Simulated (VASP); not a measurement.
# SiC (F-43m) in VASP: elastic constants with PBE

Aim: the elastic constants of SiC with PBE.

Everything below comes from runs of VASP 6.6.1. Logs are shortened: lines on timing, memory, paths and dates and some standing lists are left out, and cuts for length are marked.

## Step 1: The crystal as given

The structure is cubic, space group F-43m (No. 216). The conventional cell has a = 4.354 Å, b = 4.354 Å, c = 4.354 Å, α = 90.00°, β = 90.00°, γ = 90.00°. Around Si (site symmetry -43m) lie 4 C at 1.89 Å. C (site symmetry -43m) has 4 Si at 1.89 Å as nearest neighbours.

The cell is a database's computed one.

## Step 2: Elastic constants, PBE

Contents of POSCAR:

```
SiC
1.0
    0.0000000000      2.1769966200      2.1769966200
    2.1769966200      0.0000000000      2.1769966200
    2.1769966200      2.1769966200      0.0000000000
Si C
1 1
Direct
    0.7500000000      0.7500000000      0.7500000000
    0.0000000000      0.0000000000      0.0000000000
```

Contents of INCAR.step1:

```
SYSTEM = SiC
PREC = Accurate
ENCUT = 600
EDIFF = 1E-8
ISMEAR = 0
SIGMA = 0.02
LREAL = .FALSE.
LASPH = .TRUE.
NELM = 60
ALGO = Fast
ISIF = 3
LWAVE = .FALSE.
LCHARG = .FALSE.
GGA = PE
IBRION = 2
NSW = 40
EDIFFG = -0.002
```

Contents of INCAR.step2:

```
SYSTEM = SiC
PREC = Accurate
ENCUT = 600
EDIFF = 1E-8
ISMEAR = 0
SIGMA = 0.02
LREAL = .FALSE.
LASPH = .TRUE.
NELM = 60
ALGO = Fast
ISIF = 3
LWAVE = .FALSE.
LCHARG = .FALSE.
GGA = PE
IBRION = 6
NFREE = 2
POTIM = 0.015
NSW = 1
```

Contents of KPOINTS:

```
regular mesh
0
G
  10 10 10
  0 0 0
```

Potentials or basis: VASP PAW PBE potentials, release 64 (Si, C).

On the command line:

```bash
$ cat potpaw_PBE.64/Si/POTCAR potpaw_PBE.64/C/POTCAR > POTCAR
$ cp INCAR.step1 INCAR
$ mpirun -np 1 vasp_std > vasp.out
$ cp CONTCAR POSCAR
$ cp INCAR.step2 INCAR
$ mpirun -np 1 vasp_std > vasp.out
```

OUTCAR:

```text
SYSTEM = SiC
   PREC = Accurate
   ENCUT = 600
   EDIFF = 1E-8
   ISMEAR = 0
   LREAL = .FALSE.
   LASPH = .TRUE.
   NELM = 60
   ISIF = 3
   GGA = PE
   IBRION = 6
   NFREE = 2
   POTIM = 0.015
   NSW = 1

 ion  position               nearest neighbor table
   1  0.750  0.750  0.750-   2 1.90   2 1.90   2 1.90   2 1.90
   2  0.000  0.000  0.000-   1 1.90   1 1.90   1 1.90   1 1.90

  LATTYP: Found a face centered cubic cell.
 ALAT       =     4.3785363026

  Lattice vectors:

 A1 = (   0.0000000000,   2.1892681513,   2.1892681513)
 A2 = (   2.1892681513,   0.0000000000,   2.1892681513)
 A3 = (   2.1892681513,   2.1892681513,   0.0000000000)

Analysis of symmetry for initial positions (statically):
=====================================================================
 Subroutine PRICEL returns:
 Original cell was already a primitive cell.

 Routine SETGRP: Setting up the symmetry group for a
 face centered cubic supercell.

 Subroutine GETGRP returns: Found 24 space group operations
 (whereof 24 operations were pure point group operations)
 out of a pool of 48 trial point group operations.

The static configuration has the point symmetry T_d .

Analysis of symmetry for dynamics (positions and initial velocities):
=====================================================================
 Subroutine PRICEL returns:
 Original cell was already a primitive cell.

 Routine SETGRP: Setting up the symmetry group for a
 face centered cubic supercell.

 Subroutine GETGRP returns: Found 24 space group operations
 (whereof 24 operations were pure point group operations)
 out of a pool of 48 trial point group operations.

The dynamic configuration has the point symmetry T_d .

 Subroutine INISYM returns: Found 24 space group operations
 (whereof 24 operations are pure point group operations),
 and found     1 'primitive' translations

----------------------------------------------------------------------------------------

                                     Primitive cell

  volume of cell :      20.9859

  direct lattice vectors                    reciprocal lattice vectors
     0.000000000  2.189268151  2.189268151    -0.228386824  0.228386824  0.228386824
     2.189268151  0.000000000  2.189268151     0.228386824 -0.228386824  0.228386824
     2.189268151  2.189268151  0.000000000     0.228386824  0.228386824 -0.228386824

  length of vectors
     3.096092711  3.096092711  3.096092711     0.395577583  0.395577583  0.395577583

  position of ions in fractional coordinates (direct lattice)
     0.750000000  0.750000000  0.750000000
     0.000000000  0.000000000  0.000000000

  ion indices of the primitive-cell ions
   primitive index   ion index
                 1           1
                 2           2

----------------------------------------------------------------------------------------

 KPOINTS: regular mesh

Automatic generation of k-mesh.
 Grid dimensions read from file:
 generate k-points for:   10   10   10

 Generating k-lattice:

  Cartesian coordinates                     Fractional coordinates (reciprocal lattice)
    -0.022838682  0.022838682  0.022838682     0.100000000  0.000000000  0.000000000
     0.022838682 -0.022838682  0.022838682     0.000000000  0.100000000  0.000000000
[... 107 lines left out ...]
  ---------------------------------------------------
  free energy    TOTEN  =       -15.06218251 eV

  energy without entropy =      -15.06218251  energy(sigma->0) =      -15.06218251

------------------------ aborting loop because EDIFF is reached ----------------------------------------

  FORCE on cell =-STRESS in cart. coord.  units (eV):
  Direction    XX          YY          ZZ          XY          YZ          ZX
  --------------------------------------------------------------------------------------
  -------------------------------------------------------------------------------------
  Total       -0.0014631     -0.0014631     -0.0014631      0.0000000     -0.0000000      0.0000000
  in kB       -0.1117003     -0.1117003     -0.1117003      0.0000000     -0.0000000      0.0000000
  external PRESSURE =      -0.1117003 kB  Pullay stress =       0.0000000 kB
[... 89 lines left out ...]
  FREE ENERGIE OF THE ION-ELECTRON SYSTEM (eV)
  ---------------------------------------------------
  free  energy   TOTEN  =       -15.0565423300 eV

  energy  without entropy=      -15.0565423300  energy(sigma->0) =      -15.05654233

[... ionic steps 4 to 14 ...]

--------------------------------------- Ionic step       15  -------------------------------------------

 number of electron       8.0000000 magnetization

------------------------ aborting loop because EDIFF is reached ----------------------------------------
[... 67 lines left out ...]
--------------------------------------- Ionic step       17  -------------------------------------------

 number of electron       8.0000000 magnetization

 Free energy of the ion-electron system (eV)
  ---------------------------------------------------
  ext. energy  EPLUGINS =         0.00000000
  ---------------------------------------------------
  free energy    TOTEN  =       -15.06009013 eV

  energy without entropy =      -15.06009013  energy(sigma->0) =      -15.06009013

 E-fermi :   8.1068     XC(G=0): -11.2946

 val. band max:        8.0192750101   @ k =   0.0000   0.0000   0.0000
 cond. band min:       9.3184891512   @ k =   0.5000   0.5000   0.0000
 fundamental gap:      1.2992141410
 Fermi energy:         8.1068408256

 k-point     1 :       0.0000    0.0000    0.0000
  band No.  band energies     occupation
      1      -7.3442      2.00000
      2       7.8767      2.00000
      3       7.9492      2.00000
      4       8.0193      2.00000
      5      14.0161      0.00000
      6      15.1293      0.00000
      7      15.1592      0.00000
      8      15.1911      0.00000
[... 243 lines left out ...]
 k-point    24 :       0.4000    0.3000    0.0000
  band No.  band energies     occupation
      1      -4.2387      2.00000
      2       2.3623      2.00000
      3       4.8521      2.00000
      4       5.3465      2.00000
      5      10.8030      0.00000
      6      13.5153      0.00000
      7      19.4237      0.00000
      8      19.7730      0.00000

 [... further k-points ...]
[... 5 lines left out ...]
  --------------------------------------------------------------------------------------
  -------------------------------------------------------------------------------------
  Total       -0.0015714      0.0034641      0.0034641      0.0000000      0.1139392      0.0000000
  in kB       -0.1199731      0.2644718      0.2644718      0.0000000      8.6987505      0.0000000
  external PRESSURE =       0.1363235 kB  Pullay stress =       0.0000000 kB
[... 17 lines left out ...]
  FREE ENERGIE OF THE ION-ELECTRON SYSTEM (eV)
  ---------------------------------------------------
  free  energy   TOTEN  =       -15.0600901299 eV

  energy  without entropy=      -15.0600901299  energy(sigma->0) =      -15.06009013

 INTERNAL STRAIN TENSORS FROM STRAINED CELLS
 ============================================

 INTERNAL STRAIN TENSOR FOR ION    1 for displacements in x,y,z  (eV/Angst):
          X           Y           Z          XY          YZ          ZX
  --------------------------------------------------------------------------------
  x    -0.00000    -0.00000    -0.00000     0.00000     7.59265     0.00000
  y    -0.00000    -0.00000    -0.00000     0.00000     0.00000     7.59346
  z    -0.00000     0.00000     0.00000     7.59201     0.00000     0.00000

 INTERNAL STRAIN TENSORS FROM DISPLACED ATOMS
 ============================================

 INTERNAL STRAIN TENSOR FOR ION    1 for displacements in x,y,z  (eV/Angst):
          X           Y           Z          XY          YZ          ZX
  --------------------------------------------------------------------------------
  x     0.00000    -0.00000    -0.00000     0.00000     7.59077     0.00000
  y     0.00000    -0.00000     0.00000     0.00000     0.00000     7.59077
  z    -0.00000    -0.00000     0.00000     7.59077     0.00000     0.00000

 INTERNAL STRAIN TENSOR FOR ION    2 for displacements in x,y,z  (eV/Angst):
          X           Y           Z          XY          YZ          ZX
  --------------------------------------------------------------------------------
  x     0.00000    -0.00000    -0.00000     0.00000    -7.59143     0.00000
  y     0.00000     0.00000     0.00000     0.00000     0.00000    -7.59143
  z    -0.00000    -0.00000     0.00000    -7.59143     0.00000     0.00000

 Eigenvectors and eigenvalues of the dynamical matrix
 ----------------------------------------------------

   1 f  =   23.243820 THz   146.045231 2PiTHz  775.330394 cm-1    96.128674 meV
             X         Y         Z           dx          dy          dz
      3.283902  3.283902  3.283902    -0.547313    0.000000    0.000000
      0.000000  0.000000  0.000000     0.836928    0.000000    0.000000
[... 21 lines left out ...]
   6 f/i=    0.000109 THz     0.000682 2PiTHz    0.003621 cm-1     0.000449 meV
             X         Y         Z           dx          dy          dz
      3.283902  3.283902  3.283902     0.000000    0.000000    0.836928
      0.000000  0.000000  0.000000     0.000000    0.000000    0.547313

--------------------------------------------------------------------------------------------------------

 ELASTIC MODULI CONTR FROM IONIC RELAXATION (kBar)
 Direction    XX          YY          ZZ          XY          YZ          ZX
 --------------------------------------------------------------------------------
 XX          -0.0000     -0.0000     -0.0000     -0.0000     -0.0000      0.0000
 YY          -0.0000     -0.0000     -0.0000     -0.0000     -0.0000      0.0000
 ZZ          -0.0000     -0.0000     -0.0000     -0.0000     -0.0000      0.0000
 XY          -0.0000     -0.0000     -0.0000   -236.5530      0.0000      0.0000
 YZ          -0.0000     -0.0000     -0.0000      0.0000   -236.5530      0.0000
 ZX           0.0000      0.0000      0.0000      0.0000      0.0000   -236.5530
 --------------------------------------------------------------------------------

 TOTAL ELASTIC MODULI (kBar)
 Direction    XX          YY          ZZ          XY          YZ          ZX
 --------------------------------------------------------------------------------
 XX        3828.7375   1266.5422   1266.5422     -0.0000     -0.0000     -0.0000
 YY        1266.5422   3828.7375   1266.5422     -0.0000      0.0000      0.0000
 ZZ        1266.5422   1266.5422   3828.7375      0.0000     -0.0000     -0.0000
 XY          -0.0000     -0.0000      0.0000   2406.6157      0.0000      0.0000
 YZ          -0.0000      0.0000     -0.0000      0.0000   2406.6157      0.0000
 ZX          -0.0000      0.0000     -0.0000      0.0000      0.0000   2406.6157
 --------------------------------------------------------------------------------
```

It took 4.3 min on 1 thread of Intel Xeon 6975P-C (Granite Rapids), shared host; peak memory 0.28 GiB.

What came out:

| Property | Result |
| --- | --- |
| Relaxed volume | 10.49 Å³/atom |
| Relaxed cell | a = 3.096 Å, b = 3.096 Å, c = 3.096 Å, α = 60.00°, β = 60.00°, γ = 60.00° |
| Space group after relaxing (to 0.05 Å) | F-43m (No. 216) |
| Elastic constants C11, C12, C44 | 383, 127, 241 GPa |
| Voigt bulk modulus | 212 GPa |
| Highest phonon frequency at Γ, LO-TO splitting left out | 775 cm⁻¹ |

Step by step:
```csv
step,energy change (eV),largest force (eV/Å),pressure (GPa),volume (Å³)
1,0.0000,0.0000,3.70,20.63
2,0.0002,0.0000,-3.56,21.35
3,-0.0040,0.0000,0.00,20.99
```

Final structure:
```
CELL_PARAMETERS angstrom
0.00000 2.18927 2.18927
2.18927 0.00000 2.18927
2.18927 2.18927 0.00000
ATOMIC_POSITIONS crystal
Si 0.75000 0.75000 0.75000
C 0.00000 0.00000 0.00000
```

Phonon frequencies in cm⁻¹ (negative: imaginary):
```csv
q point,frequencies
"(0.000, 0.000, 0.000)",0 0 0 775 775 775
```

Elastic tensor in Voigt notation (GPa, in the Cartesian axes of the cell as first typed):
```
383 127 127   0   0   0
127 383 127   0   0   0
127 127 383   0   0   0
  0   0   0 241   0   0
  0   0   0   0 241   0
  0   0   0   0   0 241
```

Clamped-ion elastic tensor (GPa):
```
383 127 127   0   0   0
127 383 127   0   0   0
127 127 383   0   0   0
  0   0   0 264   0   0
  0   0   0   0 264   0
  0   0   0   0   0 264
```
